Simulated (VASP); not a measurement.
## Mg: band structure with HSEsol

Crystal: Mg.

```
CELL_PARAMETERS angstrom
3.20930 0.00000 0.00000
-1.60465 2.77934 0.00000
0.00000 0.00000 5.21030
ATOMIC_POSITIONS crystal
Mg 0.66667 0.33333 0.75000
Mg 0.33333 0.66667 0.25000
```

| Item | Value |
| --- | --- |
| Program | VASP 6.6.1 |
| Task | band structure |
| Functional | HSEsol |
| Potentials or basis | VASP PAW PBE potentials, release 64 (Mg) |
| Cutoff | 520 eV |
| k mesh | 5 × 5 × 3 |
| Occupations | fermi-dirac, width 0.05 eV |
| Spin | no spin polarisation |
| Grid for exact exchange (PRECFOCK) | Normal |
| Further INCAR settings | ALGO = Normal; EDIFF = 1e-07 |

* Pressure: -1.1 GPa
* Band gap along the path: none (metal or under the smearing width)

Stress tensor (GPa, compression positive):
```
-1.40  0.00  0.00
 0.00 -1.40  0.00
 0.00  0.00 -0.65
```

Levels at the corners of the path, in eV from the Fermi level:
| point | band 1 | band 2 | band 3 | band 4 | band 5 |
| --- | --- | --- | --- | --- | --- |
| Γ | -7.85 | -1.82 | -1.32 | 11.79 | 11.85 |
| M | -2.33 | -2.32 | 3.15 | 3.53 | 3.81 |
| M | -2.33 | -2.32 | 3.15 | 3.53 | 3.81 |
| K | -0.56 | -0.56 | -0.56 | 4.74 | 4.74 |
| K | -0.56 | -0.56 | -0.56 | 4.74 | 4.75 |
| Γ | -7.85 | -1.82 | -1.32 | 11.79 | 11.81 |
| Γ | -7.85 | -1.82 | -1.32 | 11.79 | 11.81 |
| A | -6.26 | -6.26 | 5.65 | 5.65 | 12.57 |
| A | -6.26 | -6.26 | 5.65 | 5.65 | 12.57 |
| L | -1.15 | -1.15 | -0.28 | -0.28 | 8.82 |
| L | -1.15 | -1.15 | -0.28 | -0.28 | 8.82 |
| H | 0.33 | 0.33 | 0.93 | 0.93 | 1.93 |
| H | 0.33 | 0.33 | 0.93 | 0.93 | 1.93 |
| A | -6.26 | -6.26 | 5.65 | 5.65 | 12.57 |
| L | -1.15 | -1.15 | -0.28 | -0.28 | 8.82 |
| M | -2.33 | -2.32 | 3.15 | 3.53 | 3.81 |
| K | -0.56 | -0.56 | -0.56 | 4.74 | 4.74 |
| H | 0.33 | 0.33 | 0.93 | 0.93 | 1.93 |

It took 4.1 min on 1 thread of Intel(R) Xeon(R) 6975P-C (Granite Rapids), on a shared host, peak memory 0.28 GiB.

Caveat: the k mesh is coarse (spacing up to 0.45 Å⁻¹), so the values aren't converged, least of all with exact exchange; the PAW data sets were made with another functional, which shifts forces and pressure a little.
